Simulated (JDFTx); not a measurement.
# Si (P6/mmm) in JDFTx: equation of state

Aim: energy against volume of Si in PBEsol, for its equilibrium volume and stiffness.

Program: JDFTx 1.7.0 (patched build). These are calculated values, not measurements. Logs are shortened: lines on timing, memory, paths and dates and some standing lists are left out, and cuts for length are marked. The log counts tension as positive stress, the text compression.

### 1 The crystal as given

It takes space group P6/mmm (No. 191, hexagonal). Conventional cell: a = 2.621 Å, b = 2.621 Å, c = 2.466 Å, α = 90.00°, β = 90.00°, γ = 120.00°. Around Si (site symmetry 6/mmm) lie 8 Si at 2.47 to 2.62 Å.

This isn't the form of Si at room conditions, which is diamond.

### 2 Equation of state, PBEsol, 13.79 Å³/atom (volume scaled by 0.94)

The input, Si.in:

```
lattice \
    4.8510164193    -2.4255082096     0.0000000000 \
    0.0000000000     4.2011034532     0.0000000000 \
    0.0000000000     0.0000000000     4.5655905996
coords-type Lattice
ion Si     0.0000000000     0.0000000000     0.0000000000 1

ion-species pseudo/Si.upf
elec-cutoff 18
elec-ex-corr gga-PBEsol
kpoint-folding 12 12 11
elec-smearing Fermi 0.0018374661
elec-n-bands 7
electronic-SCF nIterations 100 energyDiffThreshold 1e-09
electronic-minimize nIterations 30 energyDiffThreshold 1e-7
forces-output-coords Cartesian

dump-name run.$VAR
dump End Ecomponents EigStats BandEigs Kpoints Forces Stress
```

Potentials or basis: PseudoDojo-SR-PBEsol-0.4.1-standard with smoothed tails.

The run is started by

```console
$ jdftx -c 1 -i Si.in -o Si.out
```

The log of the run:

```text
*************** JDFTx 1.7.0 (patched build) ***************

Input parsed successfully to the following command list (including defaults):
[... the input with its defaults ...]

---------- Setting up symmetries ----------

Found 24 point-group symmetries of the bravais lattice
Found 24 space-group symmetries with basis
Applied RMS atom displacement 0 bohrs to make symmetries exact.

---------- Initializing the Grid ----------
R =
[      4.85102     -2.42551            0  ]
[            0       4.2011            0  ]
[            0            0      4.56559  ]
unit cell volume = 93.045
G =
[    1.29523   0.747802         -0  ]
[          0     1.4956          0  ]
[          0         -0     1.3762  ]
Minimum fftbox size, Smin = [  20  20  20  ]
Chosen fftbox size, S = [  20  20  20  ]

---------- Exchange Correlation functional ----------
Initalized PBEsol GGA exchange.
Initalized PBEsol GGA correlation.

---------- Setting up pseudopotentials ----------
Width of ionic core gaussian charges (only for fluid interactions / plotting) set to 0

Reading pseudopotential file 'pseudo/Si.upf':
  'Si' pseudopotential, 'PBESOL' functional
  Generated using ONCVPSP code by D. R. Hamann
  4 valence electrons, 2 orbitals, 6 projectors, 1001 radial grid points, with lMax = 2
    3S    l: 0   occupation:  2.0   eigenvalue: -0.395742
    3P    l: 1   occupation:  2.0   eigenvalue: -0.149099
  Core radius for overlap checks: 1.86 bohrs.

Initialized 1 species with 1 total atoms.

Folded 1 k-points by 12x12x11 to 1584 k-points.

---------- Setting up k-points, bands, fillings ----------
Reduced to 114 k-points under symmetry.
Computing the number of bands and number of electrons
Calculating initial fillings.
nElectrons:   4.000000   nBands: 7   nStates: 114

----- Setting up reduced wavefunction bases (one per k-point) -----
average nbasis = 339.473 , ideal nbasis = 339.387

---------- Setting up ewald sum ----------
Optimum gaussian width for ewald sums = 1.807761 bohr.
Real space sum over 1859 unit cells with max indices [  6  6  5  ]
Reciprocal space sum over 1859 terms with max indices [  6  6  5  ]

---------- Allocating electronic variables ----------
Initializing wave functions:  linear combination of atomic orbitals
Note: number of bands (7) exceeds available atomic orbitals (4)
Si pseudo-atom occupations:   s ( 2 )  p ( 2 )
	FillingsUpdate:  mu: +0.426284045  nElectrons: 4.000000
LCAOMinimize: Iter:   0  F: -3.9244142859747964  |grad|_K:  1.518e-04  alpha:  1.000e+00
	FillingsUpdate:  mu: +0.426601373  nElectrons: 4.000000
LCAOMinimize: Iter:   1  F: -3.9244710022207943  |grad|_K:  3.089e-06  alpha:  8.791e-01  linmin:  6.895e-02  cgtest: -2.981e-01
	FillingsUpdate:  mu: +0.426603198  nElectrons: 4.000000
LCAOMinimize: Iter:   2  F: -3.9244710244065133  |grad|_K:  9.466e-07  alpha:  9.238e-01  linmin:  1.010e-05  cgtest:  3.190e-01
LCAOMinimize: Encountered beta<0, resetting CG.
	FillingsUpdate:  mu: +0.426601150  nElectrons: 4.000000
LCAOMinimize: Iter:   3  F: -3.9244710265938667  |grad|_K:  1.800e-08  alpha:  8.740e-01  linmin:  3.129e-03  cgtest: -9.509e-03
LCAOMinimize: Converged (|Delta F|<1.000000e-06 for 2 iters).

-------- Electronic minimization -----------
Will mix electronic density at each iteration.
	FillingsUpdate:  mu: +0.426601150  nElectrons: 4.000000
	FillingsUpdate:  mu: +0.404198156  nElectrons: 4.000000
SCF: Cycle:  0   F: -3.957729333482716   dF: -3.326e-02   |Residual|: 1.817e-02   |deigs|: 8.903e-01
	FillingsUpdate:  mu: +0.404459839  nElectrons: 4.000000
SCF: Cycle:  1   F: -3.958096087438371   dF: -3.668e-04   |Residual|: 1.081e-02   |deigs|: 1.294e-02
	FillingsUpdate:  mu: +0.405353950  nElectrons: 4.000000
SCF: Cycle:  2   F: -3.958114698836314   dF: -1.861e-05   |Residual|: 7.648e-04   |deigs|: 4.310e-03
	FillingsUpdate:  mu: +0.405299051  nElectrons: 4.000000
SCF: Cycle:  3   F: -3.958115890924927   dF: -1.192e-06   |Residual|: 3.396e-04   |deigs|: 1.012e-03
	FillingsUpdate:  mu: +0.405313605  nElectrons: 4.000000
SCF: Cycle:  4   F: -3.958116259907254   dF: -3.690e-07   |Residual|: 3.811e-05   |deigs|: 1.118e-03
	FillingsUpdate:  mu: +0.405314446  nElectrons: 4.000000
SCF: Cycle:  5   F: -3.958116326020241   dF: -6.611e-08   |Residual|: 3.164e-05   |deigs|: 7.400e-04
	FillingsUpdate:  mu: +0.405318362  nElectrons: 4.000000
SCF: Cycle:  6   F: -3.958116348847184   dF: -2.283e-08   |Residual|: 5.556e-06   |deigs|: 7.182e-04
	FillingsUpdate:  mu: +0.405318550  nElectrons: 4.000000
SCF: Cycle:  7   F: -3.958116352341474   dF: -3.494e-09   |Residual|: 1.561e-06   |deigs|: 1.992e-04
	FillingsUpdate:  mu: +0.405318479  nElectrons: 4.000000
SCF: Cycle:  8   F: -3.958116353904555   dF: -1.563e-09   |Residual|: 7.409e-07   |deigs|: 7.752e-04
	FillingsUpdate:  mu: +0.405318534  nElectrons: 4.000000
SCF: Cycle:  9   F: -3.958116354088356   dF: -1.838e-10   |Residual|: 6.281e-07   |deigs|: 3.232e-04
	FillingsUpdate:  mu: +0.405318589  nElectrons: 4.000000
SCF: Cycle: 10   F: -3.958116354178920   dF: -9.056e-11   |Residual|: 2.401e-07   |deigs|: 2.181e-04
SCF: Converged (|Delta E|<1.000000e-09 for 2 iters).

Setting wave functions to eigenvectors of Hamiltonian

# Stress tensor in Cartesian coordinates [Eh/a0^3]:
[ -0.000233147            0            0  ]
[            0 -0.000233147            0  ]
[            0            0 -0.000439398  ]

# Ionic positions in lattice coordinates:
ion Si   0.000000000000000   0.000000000000000   0.000000000000000 1

# Forces in Cartesian coordinates:
force Si   0.000000000000000  -0.000000000000000   0.000000000000000 1

# Energy components:
   Eewald =       -5.0501685579672104
       EH =        0.0331981562978020
     Eloc =        0.1427373795281925
      Enl =        0.6113150457599814
      Exc =       -1.5903441694920113
 Exc_core =        0.2655243233505485
       KE =        1.6297356989381078
-------------------------------------
     Etot =       -3.9580021235845910
       TS =        0.0001142305943290
-------------------------------------
        F =       -3.9581163541789199

IonicMinimize: Iter:   0  F: -3.958116354178920  |grad|_K:  0.000e+00
IonicMinimize: Converged (|grad|_K<1.000000e-04).

#--- Lowdin population analysis ---
# oxidation-state Si +0.065

Dumping 'run.eigStats' ...
	eMin: -0.134572 at state 0 ( [ +0.000000 +0.000000 +0.000000 ] spin 0 )
	HOMO: +0.405203 at state 90 ( [ +0.166667 +0.416667 +0.000000 ] spin 0 )
	mu  : +0.405319
	LUMO: +0.405498 at state 107 ( [ +0.250000 +0.333333 +0.454545 ] spin 0 )
	eMax: +1.267984 at state 113 ( [ +0.333333 +0.333333 +0.454545 ] spin 0 )
	HOMO-LUMO gap: +0.000295
	Optical gap  : +0.052481 at state 107 ( [ +0.250000 +0.333333 +0.454545 ] spin 0 )
Done!
```

It took 4.4 s on 1 thread of Intel Xeon 6975P-C (Granite Rapids), shared host; peak memory 0.05 GiB.

Results:

```
Free energy            : -107.7058 eV
Pressure               : 8.9 GPa
Band gap on the k mesh : none (metal or under the smearing width)
```

### 3 Equation of state, PBEsol, 14.08 Å³/atom (volume scaled by 0.96)

Si.in: that of step 2 with these lines changed.

```diff
@@ -1,5 +1,5 @@
 lattice \
-    4.8510164193    -2.4255082096     0.0000000000 \
-    0.0000000000     4.2011034532     0.0000000000 \
-    0.0000000000     0.0000000000     4.5655905996
+    4.8851796323    -2.4425898162     0.0000000000 \
+    0.0000000000     4.2306896636     0.0000000000 \
+    0.0000000000     0.0000000000     4.5977437055
 coords-type Lattice
```

Potentials or basis: PseudoDojo-SR-PBEsol-0.4.1-standard with smoothed tails.

The run is started by

```console
$ jdftx -c 1 -i Si.in -o Si.out
```

It took 4.4 s on 1 thread of Intel Xeon 6975P-C (Granite Rapids), shared host; peak memory 0.05 GiB.

The run converged. Its results:

- Free energy: -107.7192 eV
- Pressure: 5.8 GPa
- Band gap on the k mesh: none (metal or under the smearing width)

### 4 Equation of state, PBEsol, 14.37 Å³/atom (volume scaled by 0.98)

Si.in: that of step 3 with these lines changed.

```diff
@@ -1,5 +1,5 @@
 lattice \
-    4.8851796323    -2.4425898162     0.0000000000 \
-    0.0000000000     4.2306896636     0.0000000000 \
-    0.0000000000     0.0000000000     4.5977437055
+    4.9188715910    -2.4594357956     0.0000000000 \
+    0.0000000000     4.2598677557     0.0000000000 \
+    0.0000000000     0.0000000000     4.6294532847
 coords-type Lattice
```

The run is started by

```console
$ jdftx -c 1 -i Si.in -o Si.out
```

Wall time 4.5 s (1 thread of Intel Xeon 6975P-C (Granite Rapids), shared host); peak memory 0.05 GiB.

The run converged. Its results:

```yaml
Free_energy: -107.7273 eV
Pressure: 3.0 GPa
Band_gap_on_the_k_mesh: none (metal or under the smearing width)
```

### 5 Equation of state, PBEsol, 14.67 Å³/atom

Si.in: that of step 4 with these lines changed.

```diff
@@ -1,5 +1,5 @@
 lattice \
-    4.9188715910    -2.4594357956     0.0000000000 \
-    0.0000000000     4.2598677557     0.0000000000 \
-    0.0000000000     0.0000000000     4.6294532847
+    4.9521082180    -2.4760541091     0.0000000000 \
+    0.0000000000     4.2886515191     0.0000000000 \
+    0.0000000000     0.0000000000     4.6607343234
 coords-type Lattice
```

The run is started by

```console
$ jdftx -c 1 -i Si.in -o Si.out
```

It took 4.6 s on 1 thread of Intel Xeon 6975P-C (Granite Rapids), shared host; peak memory 0.05 GiB.

Results (log left out):

```yaml
Free_energy: -107.7304 eV
Pressure: 0.4 GPa
Band_gap_on_the_k_mesh: none (metal or under the smearing width)
```

### 6 Equation of state, PBEsol, 14.96 Å³/atom (volume scaled by 1.02)

Si.in: that of step 5 with these lines changed.

```diff
@@ -1,5 +1,5 @@
 lattice \
-    4.9521082180    -2.4760541091     0.0000000000 \
-    0.0000000000     4.2886515191     0.0000000000 \
-    0.0000000000     0.0000000000     4.6607343234
+    4.9849045925    -2.4924522964     0.0000000000 \
+    0.0000000000     4.3170540124     0.0000000000 \
+    0.0000000000     0.0000000000     4.6916010131
 coords-type Lattice
```

Potentials or basis: PseudoDojo-SR-PBEsol-0.4.1-standard with smoothed tails.

The run is started by

```console
$ jdftx -c 1 -i Si.in -o Si.out
```

The log of the run:

```text
*************** JDFTx 1.7.0 (patched build) ***************

Input parsed successfully to the following command list (including defaults):
[... the input with its defaults ...]

---------- Setting up symmetries ----------

Found 24 point-group symmetries of the bravais lattice
Found 24 space-group symmetries with basis
Applied RMS atom displacement 0 bohrs to make symmetries exact.

---------- Initializing the Grid ----------
R =
[       4.9849     -2.49245            0  ]
[            0      4.31705            0  ]
[            0            0       4.6916  ]
unit cell volume = 100.964
G =
[    1.26044   0.727717         -0  ]
[          0    1.45543          0  ]
[          0         -0    1.33924  ]
Minimum fftbox size, Smin = [  20  20  20  ]
Chosen fftbox size, S = [  20  20  20  ]

---------- Exchange Correlation functional ----------
Initalized PBEsol GGA exchange.
Initalized PBEsol GGA correlation.

---------- Setting up pseudopotentials ----------
Width of ionic core gaussian charges (only for fluid interactions / plotting) set to 0

Reading pseudopotential file 'pseudo/Si.upf':
  'Si' pseudopotential, 'PBESOL' functional
  Generated using ONCVPSP code by D. R. Hamann
  4 valence electrons, 2 orbitals, 6 projectors, 1001 radial grid points, with lMax = 2
    3S    l: 0   occupation:  2.0   eigenvalue: -0.395742
    3P    l: 1   occupation:  2.0   eigenvalue: -0.149099
  Core radius for overlap checks: 1.86 bohrs.

Initialized 1 species with 1 total atoms.

Folded 1 k-points by 12x12x11 to 1584 k-points.

---------- Setting up k-points, bands, fillings ----------
Reduced to 114 k-points under symmetry.
Computing the number of bands and number of electrons
Calculating initial fillings.
nElectrons:   4.000000   nBands: 7   nStates: 114

----- Setting up reduced wavefunction bases (one per k-point) -----
average nbasis = 368.256 , ideal nbasis = 368.272

---------- Setting up ewald sum ----------
Optimum gaussian width for ewald sums = 1.857656 bohr.
Real space sum over 1859 unit cells with max indices [  6  6  5  ]
Reciprocal space sum over 1859 terms with max indices [  6  6  5  ]

---------- Allocating electronic variables ----------
Initializing wave functions:  linear combination of atomic orbitals
Note: number of bands (7) exceeds available atomic orbitals (4)
Si pseudo-atom occupations:   s ( 2 )  p ( 2 )
	FillingsUpdate:  mu: +0.382072248  nElectrons: 4.000000
LCAOMinimize: Iter:   0  F: -3.9278162670643550  |grad|_K:  1.499e-04  alpha:  1.000e+00
	FillingsUpdate:  mu: +0.382433686  nElectrons: 4.000000
LCAOMinimize: Iter:   1  F: -3.9278713183319023  |grad|_K:  3.200e-06  alpha:  8.769e-01  linmin:  1.251e-02  cgtest: -5.155e-02
	FillingsUpdate:  mu: +0.382435418  nElectrons: 4.000000
LCAOMinimize: Iter:   2  F: -3.9278713442341355  |grad|_K:  2.064e-07  alpha:  9.097e-01  linmin:  8.891e-05  cgtest:  5.666e-02
	FillingsUpdate:  mu: +0.382434931  nElectrons: 4.000000
LCAOMinimize: Iter:   3  F: -3.9278713443422659  |grad|_K:  1.098e-08  alpha:  9.060e-01  linmin: -2.046e-02  cgtest:  1.252e-01
LCAOMinimize: Encountered beta<0, resetting CG.
LCAOMinimize: Converged (|Delta F|<1.000000e-06 for 2 iters).

-------- Electronic minimization -----------
Will mix electronic density at each iteration.
	FillingsUpdate:  mu: +0.382434931  nElectrons: 4.000000
	FillingsUpdate:  mu: +0.362640039  nElectrons: 4.000000
SCF: Cycle:  0   F: -3.958610334920449   dF: -3.074e-02   |Residual|: 1.648e-02   |deigs|: 7.238e-01
	FillingsUpdate:  mu: +0.362763372  nElectrons: 4.000000
SCF: Cycle:  1   F: -3.958957594417607   dF: -3.473e-04   |Residual|: 9.922e-03   |deigs|: 1.033e-02
	FillingsUpdate:  mu: +0.363497626  nElectrons: 4.000000
SCF: Cycle:  2   F: -3.958972968134991   dF: -1.537e-05   |Residual|: 7.163e-04   |deigs|: 2.039e-03
	FillingsUpdate:  mu: +0.363459458  nElectrons: 4.000000
SCF: Cycle:  3   F: -3.958974013905882   dF: -1.046e-06   |Residual|: 3.015e-04   |deigs|: 5.484e-04
	FillingsUpdate:  mu: +0.363482612  nElectrons: 4.000000
SCF: Cycle:  4   F: -3.958974356709341   dF: -3.428e-07   |Residual|: 3.616e-05   |deigs|: 6.454e-04
	FillingsUpdate:  mu: +0.363481813  nElectrons: 4.000000
SCF: Cycle:  5   F: -3.958974412499184   dF: -5.579e-08   |Residual|: 2.395e-05   |deigs|: 3.201e-04
	FillingsUpdate:  mu: +0.363485252  nElectrons: 4.000000
SCF: Cycle:  6   F: -3.958974433578582   dF: -2.108e-08   |Residual|: 2.472e-06   |deigs|: 3.463e-04
	FillingsUpdate:  mu: +0.363485512  nElectrons: 4.000000
SCF: Cycle:  7   F: -3.958974436527035   dF: -2.948e-09   |Residual|: 1.886e-06   |deigs|: 2.492e-04
	FillingsUpdate:  mu: +0.363485419  nElectrons: 4.000000
SCF: Cycle:  8   F: -3.958974437779037   dF: -1.252e-09   |Residual|: 1.197e-06   |deigs|: 9.990e-04
	FillingsUpdate:  mu: +0.363485546  nElectrons: 4.000000
SCF: Cycle:  9   F: -3.958974437940954   dF: -1.619e-10   |Residual|: 2.848e-07   |deigs|: 2.125e-04
	FillingsUpdate:  mu: +0.363485557  nElectrons: 4.000000
SCF: Cycle: 10   F: -3.958974438009562   dF: -6.861e-11   |Residual|: 1.565e-07   |deigs|: 1.417e-04
SCF: Converged (|Delta E|<1.000000e-09 for 2 iters).

Setting wave functions to eigenvectors of Hamiltonian

# Stress tensor in Cartesian coordinates [Eh/a0^3]:
[  0.000108323            0            0  ]
[            0  0.000108323            0  ]
[            0            0 -3.27389e-05  ]

# Ionic positions in lattice coordinates:
ion Si   0.000000000000000   0.000000000000000   0.000000000000000 1

# Forces in Cartesian coordinates:
force Si  -0.000000000000000  -0.000000000000000   0.000000000000000 1

# Energy components:
   Eewald =       -4.9145274780019301
       EH =        0.0392267349755664
     Eloc =        0.0449755198818922
      Enl =        0.6043443928872628
      Exc =       -1.5614924766732698
 Exc_core =        0.2655236885224823
       KE =        1.5630936157190982
-------------------------------------
     Etot =       -3.9588560026888988
       TS =        0.0001184353206627
-------------------------------------
        F =       -3.9589744380095615

IonicMinimize: Iter:   0  F: -3.958974438009562  |grad|_K:  0.000e+00
IonicMinimize: Converged (|grad|_K<1.000000e-04).

#--- Lowdin population analysis ---
# oxidation-state Si +0.059

Dumping 'run.eigStats' ...
	eMin: -0.148520 at state 0 ( [ +0.000000 +0.000000 +0.000000 ] spin 0 )
	HOMO: +0.362627 at state 107 ( [ +0.250000 +0.333333 +0.454545 ] spin 0 )
	mu  : +0.363486
	LUMO: +0.365348 at state 90 ( [ +0.166667 +0.416667 +0.000000 ] spin 0 )
	eMax: +1.179832 at state 113 ( [ +0.333333 +0.333333 +0.454545 ] spin 0 )
	HOMO-LUMO gap: +0.002721
	Optical gap  : +0.063355 at state 100 ( [ +0.250000 +0.250000 +0.363636 ] spin 0 )
Done!
```

Run time: 4.6 s. Hardware: 1 thread of Intel Xeon 6975P-C (Granite Rapids), shared host; peak memory 0.05 GiB.

Results:

- Free energy: -107.7292 eV
- Pressure: -1.8 GPa
- Band gap on the k mesh: none (metal or under the smearing width)

### 7 Equation of state, PBEsol, 15.25 Å³/atom (volume scaled by 1.04)

Si.in: that of step 6 with these lines changed.

```diff
@@ -1,5 +1,5 @@
 lattice \
-    4.9849045925    -2.4924522964     0.0000000000 \
-    0.0000000000     4.3170540124     0.0000000000 \
-    0.0000000000     0.0000000000     4.6916010131
+    5.0172750098    -2.5086375051     0.0000000000 \
+    0.0000000000     4.3450876163     0.0000000000 \
+    0.0000000000     0.0000000000     4.7220668085
 coords-type Lattice
```

The run is started by

```console
$ jdftx -c 1 -i Si.in -o Si.out
```

Wall time 4.7 s (1 thread of Intel Xeon 6975P-C (Granite Rapids), shared host); peak memory 0.05 GiB.

The run converged. Its results:

| Property | Result |
| --- | --- |
| Free energy | -107.7241 eV |
| Pressure | -3.8 GPa |
| Band gap on the k mesh | none (metal or under the smearing width) |

### 8 Equation of state, PBEsol, 15.55 Å³/atom (volume scaled by 1.06)

Si.in: that of step 7 with these lines changed.

```diff
@@ -1,5 +1,5 @@
 lattice \
-    5.0172750098    -2.5086375051     0.0000000000 \
-    0.0000000000     4.3450876163     0.0000000000 \
-    0.0000000000     0.0000000000     4.7220668085
+    5.0492330372    -2.5246165186     0.0000000000 \
+    0.0000000000     4.3727640798     0.0000000000 \
+    0.0000000000     0.0000000000     4.7521444780
 coords-type Lattice
```

The run is started by

```console
$ jdftx -c 1 -i Si.in -o Si.out
```

Run time: 4.5 s. Hardware: 1 thread of Intel Xeon 6975P-C (Granite Rapids), shared host; peak memory 0.05 GiB.

It converged, with:

- Free energy: -107.7155 eV
- Pressure: -5.6 GPa
- Band gap on the k mesh: none (metal or under the smearing width)

### 9 Equation of state, PBEsol

Potentials or basis: PseudoDojo-SR-PBEsol-0.4.1-standard with smoothed tails.

This step only gathers the single runs of the series.

What came out:

| Property | Result |
| --- | --- |
| Equilibrium volume | 14.73 Å³/atom |
| Bulk modulus at fixed shape and positions | 117 GPa |
| Pressure derivative of the bulk modulus | 4.5 |

Energy against volume, from the lowest point:
```
volume (Å³/atom)  energy (meV/atom)
          13.788              24.56
          14.081              11.15
          14.375               3.14
          14.668               0.00
          14.961               1.21
          15.255               6.32
          15.548              14.92
```

Caveat: the cell was scaled at fixed shape and fractional positions, which overstates the stiffness of a crystal with free parameters, most of all of layers and chains.
